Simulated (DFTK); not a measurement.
**ZrB2 under changes of volume**

One of the cells (10.249 Å³/atom); the others are scaled copies at fixed shape and fractional positions:

```
Zr B
1.0
     3.17000    0.00000    0.00000
    -1.58500    2.74530    0.00000
     0.00000    0.00000    3.53300
Zr B
1 2
Direct
  0.00000 0.00000 0.00000
  0.66667 0.33333 0.50000
  0.33333 0.66667 0.50000
```

```yaml
Program: DFTK 0.8.2
Functional: PBE
Potentials_or_basis: dojo.nc.sr.pbe.v0_4_1.standard.upf (PBE)
Cutoff: 1034 eV
k_mesh: 10 × 10 × 8
Occupations: fermi-dirac, width 0.05 eV
Spin: no spin polarisation
```

```tsv
volume (Å³/atom)	energy over the lowest point (meV/atom)	pressure (GPa)
9.634	33.87	17.6
9.839	?	?
10.044	4.22	5.8
10.249	0.00	0.8
10.454	1.97	-3.9
10.659	9.57	-8.0
10.864	22.25	-11.8
```

Question: What does the run at 9.839 Å³/atom give?

Answer: Energy over the lowest point 15.28 meV/atom; pressure 11.4 GPa.

Worked out: A Birch-Murnaghan fit of order 3 (a polynomial in V^(-2/3)) to the other rows has its minimum at 10.28 Å³/atom with B0 = V·E''(V) = 239 GPa and B' = 3.9 at fixed shape and positions, which overstates the stiffness. It gives 15.27 meV/atom at 9.839 Å³/atom, against the run's 15.28, and -dE/dV = 11.5 GPa, against 11.4.

Energies are extrapolated to zero smearing.
